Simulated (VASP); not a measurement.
# Mg2Sn (Fm-3m) in VASP: settings compared

The runs below take Mg2Sn through phonons, with PBEsol, LDA, PBE.

Everything below comes from runs of VASP 6.6.1. Logs are shortened: lines on timing, memory, paths and dates and some standing lists are left out, and cuts for length are marked.

### Step 1. The crystal as given

Symmetry: Fm-3m, No. 225, cubic system. The conventional cell has a = 6.741 Å, b = 6.741 Å, c = 6.741 Å, α = 90.00°, β = 90.00°, γ = 90.00°. Mg (site symmetry -43m) is surrounded by 4 Sn at 2.92 Å. Around Sn (site symmetry m-3m) lie 8 Mg at 2.92 Å.

### Step 2. Phonons, PBEsol

Contents of POSCAR:

```
Mg2Sn
1.0
    0.0000000000      3.3704477853      3.3704477853
    3.3704477853     -0.0000000000      3.3704477853
    3.3704477853      3.3704477853     -0.0000000000
  Mg              Sn
     2     1
Direct
     0.2500000000000000    0.2500000000000000    0.2500000000000000
     0.7500000000000000    0.7500000000000000    0.7500000000000000
     1.0000000000000000    0.0000000000000000    0.0000000000000000
```

Contents of INCAR.step1:

```
PREC = Accurate
ENCUT = 600
EDIFF = 1E-8
ISMEAR = 1
SIGMA = 0.2
LREAL = False
LASPH = True
NELM = 80
ALGO = Fast
ISIF = 3
LWAVE = False
LCHARG = False
GGA = PS
KPAR = 2
IBRION = 2
NSW = 40
EDIFFG = -0.002
```

Contents of INCAR.step2:

```
PREC = Accurate
ENCUT = 600
EDIFF = 1E-8
ISMEAR = 1
SIGMA = 0.2
LREAL = False
LASPH = True
NELM = 80
ALGO = Fast
ISIF = 2
LWAVE = False
LCHARG = False
GGA = PS
KPAR = 2
IBRION = 6
NFREE = 2
POTIM = 0.015
NSW = 1
```

Contents of KPOINTS:

```
Automatic mesh
0
Gamma
  16 16 16
```

Potentials or basis: VASP PAW PBE potentials, release 64 (Mg, Sn_d).

Started as:

```console
> cat potpaw_PBE.64/Mg/POTCAR potpaw_PBE.64/Sn_d/POTCAR > POTCAR
> cp INCAR.step1 INCAR
> mpirun -np 2 vasp_std > vasp.out
> cp CONTCAR POSCAR
> cp INCAR.step2 INCAR
> mpirun -np 2 vasp_std > vasp.out
```

OUTCAR:

```text
PREC = Accurate
   ENCUT = 600
   EDIFF = 1E-8
   ISMEAR = 1
   LREAL = False
   LASPH = True
   NELM = 80
   ISIF = 2
   GGA = PS
   IBRION = 6
   NFREE = 2
   POTIM = 0.015
   NSW = 1

 ion  position               nearest neighbor table
   1  0.250  0.250  0.250-   3 2.92   3 2.92   3 2.92   3 2.92   2 3.37   2 3.37   2 3.37   2 3.37
                             2 3.37   2 3.37
   2  0.750  0.750  0.750-   3 2.92   3 2.92   3 2.92   3 2.92   1 3.37   1 3.37   1 3.37   1 3.37
                             1 3.37   1 3.37
   3  0.000  0.000  0.000-   1 2.92   2 2.92   2 2.92   2 2.92   2 2.92   1 2.92   1 2.92   1 2.92

  LATTYP: Found a face centered cubic cell.
 ALAT       =     6.7408955706

  Lattice vectors:

 A1 = (   0.0000000000,   3.3704477853,   3.3704477853)
 A2 = (   3.3704477853,   0.0000000000,   3.3704477853)
 A3 = (   3.3704477853,   3.3704477853,   0.0000000000)

Analysis of symmetry for initial positions (statically):
=====================================================================
 Subroutine PRICEL returns:
 Original cell was already a primitive cell.

 Routine SETGRP: Setting up the symmetry group for a
 face centered cubic supercell.

 Subroutine GETGRP returns: Found 48 space group operations
 (whereof 48 operations were pure point group operations)
 out of a pool of 48 trial point group operations.

The static configuration has the point symmetry O_h .

Analysis of symmetry for dynamics (positions and initial velocities):
=====================================================================
 Subroutine PRICEL returns:
 Original cell was already a primitive cell.

 Routine SETGRP: Setting up the symmetry group for a
 face centered cubic supercell.

 Subroutine GETGRP returns: Found 48 space group operations
 (whereof 48 operations were pure point group operations)
 out of a pool of 48 trial point group operations.

The dynamic configuration has the point symmetry O_h .

 Subroutine INISYM returns: Found 48 space group operations
 (whereof 48 operations are pure point group operations),
 and found     1 'primitive' translations

----------------------------------------------------------------------------------------

                                     Primitive cell

  volume of cell :      76.5760

  direct lattice vectors                    reciprocal lattice vectors
     0.000000000  3.370447785  3.370447785    -0.148348241  0.148348241  0.148348241
     3.370447785  0.000000000  3.370447785     0.148348241 -0.148348241  0.148348241
     3.370447785  3.370447785  0.000000000     0.148348241  0.148348241 -0.148348241

  length of vectors
     4.766532969  4.766532969  4.766532969     0.256946690  0.256946690  0.256946690

  position of ions in fractional coordinates (direct lattice)
     0.250000000  0.250000000  0.250000000
     0.750000000  0.750000000  0.750000000
     0.000000000  0.000000000  0.000000000

  ion indices of the primitive-cell ions
   primitive index   ion index
                 1           1
                 2           2
                 3           3

----------------------------------------------------------------------------------------

 KPOINTS: Automatic mesh

Automatic generation of k-mesh.
 Grid dimensions read from file:
 generate k-points for:   16   16   16

 Generating k-lattice:

  Cartesian coordinates                     Fractional coordinates (reciprocal lattice)
    -0.009271765  0.009271765  0.009271765     0.062500000  0.000000000  0.000000000
     0.009271765 -0.009271765  0.009271765     0.000000000  0.062500000  0.000000000
[... 70 lines left out ...]
   NUPDOWN=      -1.0000    fix difference up-down
   EMIN   =  10.00;   EMAX   =-10.00  energy-range for DOS
   EFERMI =   0.00;   METHOD = LEGACY
   ISMEAR =     1;   SIGMA  =   0.20  broadening in eV -4-tet -1-fermi 0-gaus
   EFERMI_NEDOS =   21; number of points for ismear=-14 and -15
   IALGO  =     68    algorithm
   IMIX   =      4    mixing-type and parameters
     AMIX     =   0.40;   BMIX     =  1.00
     AMIX_MAG =   1.60;   BMIX_MAG =  1.00
  volume/ion in A,a.u.               =      25.53       172.25
  Fermi-wavevector in a.u.,A,eV,Ry     =   1.010341  1.909268 13.888682  1.020789
  Thomas-Fermi vector in A             =   2.143324
   LORBIT       =      0    0 simple, 1 ext, 2 COOP (PROOUT), +10 PAW based schemes
   GGA     = PS    functional components
   LHFCALC =     F    Hartree Fock is set to
   AEXX    =    0.0000 exact exchange contribution
   IVDW    =     0    specifies the selected vdW correction
   LEPSILON=     F    determine dielectric tensor
   LRPA    =     F    only Hartree local field effects (RPA)
 finite differences with symmetry
 non-spin polarized calculation
 RMM-DIIS sequential band-by-band and
 Methfessel and Paxton  Order N= 1 SIGMA  =   0.20
  energy-cutoff  :      600.00
  volume of cell :       76.58
 maximum number of plane-waves:      2637
 NGX is ok and might be reduce to    40
   NGX = 19   NGY = 19   NGZ = 19

--------------------------------------- Ionic step        1  -------------------------------------------

 number of electron      18.0000001 magnetization

 Free energy of the ion-electron system (eV)
  ---------------------------------------------------
  ext. energy  EPLUGINS =         0.00000000
  ---------------------------------------------------
  free energy    TOTEN  =        -8.33435103 eV

  energy without entropy =       -8.33538104  energy(sigma->0) =       -8.33469437

------------------------ aborting loop because EDIFF is reached ----------------------------------------

  FORCE on cell =-STRESS in cart. coord.  units (eV):
  Direction    XX          YY          ZZ          XY          YZ          ZX
  --------------------------------------------------------------------------------------
  -------------------------------------------------------------------------------------
  Total        0.0007499      0.0007499      0.0007499      0.0000000      0.0000000      0.0000000
  in kB        0.0156899      0.0156899      0.0156899      0.0000000      0.0000000      0.0000000
  external PRESSURE =       0.0156899 kB  Pullay stress =       0.0000000 kB
[... 135 lines left out ...]
--------------------------------------- Ionic step        5  -------------------------------------------

 number of electron      18.0000001 magnetization

 Free energy of the ion-electron system (eV)
  ---------------------------------------------------
  ext. energy  EPLUGINS =         0.00000000
  ---------------------------------------------------
  free energy    TOTEN  =        -8.33382883 eV

  energy without entropy =       -8.33485901  energy(sigma->0) =       -8.33417222

 E-fermi :   4.2207     XC(G=0):  -8.8933

 val. band max:        4.2196753776   @ k =  -0.0625   0.0625   0.0000
 cond. band min:       4.2446725273   @ k =   0.0000   0.0000   0.0000
 fundamental gap:      0.0249971497
 Fermi energy:         4.2206697229

 k-point     1 :       0.0000    0.0000    0.0000
  band No.  band energies     occupation
      1     -16.6391      2.00000
      2     -16.6391      2.00000
      3     -16.6391      2.00000
      4     -16.5988      2.00000
      5     -16.5988      2.00000
      6      -4.9155      2.00000
      7       4.2447      0.79848
      8       4.2447      0.79848
      9       4.2451      0.79476
     10       5.6514     -0.00000
     11       6.4226     -0.00000
     12       6.4230     -0.00000
     13       6.4230     -0.00000
[... 354 lines left out ...]
  band No.  band energies     occupation
      1     -16.6391      2.00000
      2     -16.6388      2.00000
      3     -16.6386      2.00000
      4     -16.5988      2.00000
      5     -16.5986      2.00000
      6      -4.8302      2.00000
      7       3.3587      2.00000
      8       3.8625      2.02958
      9       4.2197      1.00841
     10       6.0613     -0.00000
     11       6.4271     -0.00000
     12       6.5114     -0.00000
     13       7.0771     -0.00000

 [... further k-points ...]
[... 5 lines left out ...]
  --------------------------------------------------------------------------------------
  -------------------------------------------------------------------------------------
  Total       -0.0019645     -0.0005980     -0.0005980      0.0000000      0.0000000      0.0000000
  in kB       -0.0411017     -0.0125115     -0.0125115      0.0000000      0.0000000      0.0000000
  external PRESSURE =      -0.0220415 kB  Pullay stress =       0.0000000 kB
[... 18 lines left out ...]
  FREE ENERGIE OF THE ION-ELECTRON SYSTEM (eV)
  ---------------------------------------------------
  free  energy   TOTEN  =        -8.3338288332 eV

  energy  without entropy=       -8.3348590068  energy(sigma->0) =       -8.33417222

 INTERNAL STRAIN TENSORS FROM DISPLACED ATOMS
 ============================================

 INTERNAL STRAIN TENSOR FOR ION    1 for displacements in x,y,z  (eV/Angst):
          X           Y           Z          XY          YZ          ZX
  --------------------------------------------------------------------------------
  x    -0.00000    -0.00000    -0.00000     0.00000    -2.42937     0.00000
  y    -0.00000     0.00000    -0.00000     0.00000     0.00000    -2.42937
  z    -0.00000    -0.00000     0.00000    -2.42937     0.00000     0.00000

 INTERNAL STRAIN TENSOR FOR ION    3 for displacements in x,y,z  (eV/Angst):
          X           Y           Z          XY          YZ          ZX
  --------------------------------------------------------------------------------
  x     0.00000     0.00000     0.00000     0.00000     0.00000     0.00000
  y     0.00000     0.00000     0.00000     0.00000     0.00000     0.00000
  z     0.00000     0.00000     0.00000     0.00000     0.00000     0.00000

 Eigenvectors and eigenvalues of the dynamical matrix
 ----------------------------------------------------

   1 f  =    6.527485 THz    41.013395 2PiTHz  217.733448 cm-1    26.995495 meV
             X         Y         Z           dx          dy          dz
      1.685224  1.685224  1.685224     0.010944   -0.317991   -0.631476
      5.055672  5.055672  5.055672    -0.010944    0.317991    0.631476
      0.000000  0.000000  0.000000    -0.000000   -0.000000    0.000000
[... 43 lines left out ...]
   9 f/i=    0.007569 THz     0.047559 2PiTHz    0.252481 cm-1     0.031304 meV
             X         Y         Z           dx          dy          dz
      1.685224  1.685224  1.685224     0.000000   -0.241090    0.296202
      5.055672  5.055672  5.055672     0.000000   -0.241090    0.296202
      0.000000  0.000000  0.000000     0.000000   -0.531267    0.652714

 ELASTIC MODULI CONTR FROM IONIC RELAXATION (kBar)
 Direction    XX          YY          ZZ          XY          YZ          ZX
 --------------------------------------------------------------------------------
 XX          -0.0000      0.0000     -0.0000     -0.0000     -0.0000     -0.0000
 YY           0.0000     -0.0000      0.0000     -0.0000     -0.0000      0.0000
 ZZ          -0.0000      0.0000     -0.0000      0.0000     -0.0000     -0.0000
 XY          -0.0000     -0.0000      0.0000    -58.2842      0.0000     -0.0000
 YZ          -0.0000     -0.0000     -0.0000      0.0000    -58.2842      0.0000
 ZX          -0.0000      0.0000     -0.0000      0.0000      0.0000    -58.2842
 --------------------------------------------------------------------------------
```

Wall time 9.8 min (2 MPI ranks of Intel Xeon 6975P-C (Granite Rapids), shared host); peak memory 1.3 GiB.

Results:

```yaml
Highest_phonon_frequency_at_Γ_LO-TO_splitting_left_out: 218 cm⁻¹
```

Phonon frequencies in cm⁻¹ (negative: imaginary):
```csv
q point,frequencies
"(0.000, 0.000, 0.000)",0 0 0 191 191 191 218 218 218
```

Caveat: the PAW data sets were made with another functional, which shifts forces and pressure a little.

(Continued in part 2 of 2.)
